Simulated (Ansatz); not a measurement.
## SnS2: stiffness from a series of strains

```yaml
crystal:
  lattice:
    - [3.59830, 0.00000, 0.00000]
    - [-1.79915, 3.11622, 0.00000]
    - [0.00000, 0.00000, 5.49400]
  atoms:
    - { symbol: Sn, position: [0.00000, 0.00000, 0.00000] }
    - { symbol: S, position: [0.66667, 0.33333, 0.26390] }
    - { symbol: S, position: [0.33333, 0.66667, 0.73610] }
```

Atom numbers follow the list: Sn1, S2, S3.

The geometry is COD entry 7038081, unchecked; take it as a test cell.

No spin–orbit coupling, which matters for the heavy atoms here.

These are results of DFT, PBE, all-electron LAPW, scalar-relativistic in Ansatz 0.2.0, not measurements.

The runs use a Γ-centred 10×10×6 k mesh, Fermi–Dirac smearing of 0.01 eV, basis error target 1 meV/atom, no spin polarisation.

The strain is applied along the Cartesian axes of the cell as listed (the other components stay zero). Fractional coordinates are held (clamped ions).

σ is the change of stress from the unstrained cell, which is at 9.20 GPa; tension is positive, so slopes are stress–strain coefficients at that pressure.

Only quantities that a quadratic follows smoothly over the whole series are listed; rougher ones are left out.

```csv
εzz,σzz (GPa),σxx (GPa)
-0.0300,-4.99,-2.97
-0.0100,-1.63,-0.92
0.0000,0.00,0.00
0.0100,1.59,0.86
0.0200,3.14,1.65
0.0300,4.65,2.39
```

Task: Fit the series and read off the stiffness at zero strain.

Result: Least-squares fits y = p0 + p1 x + p2 x² to the rows give σzz (GPa): p1 = 161, p2 = -190; σxx (GPa): p1 = 89.2, p2 = -320. So C33 = 161 GPa and C13 = 89 GPa, for these axes.

Task: One run, at εzz = -0.0200, is withheld. Predict its row.

Result: The fits give -3.29, -1.91; the run gave -3.29, -1.91.
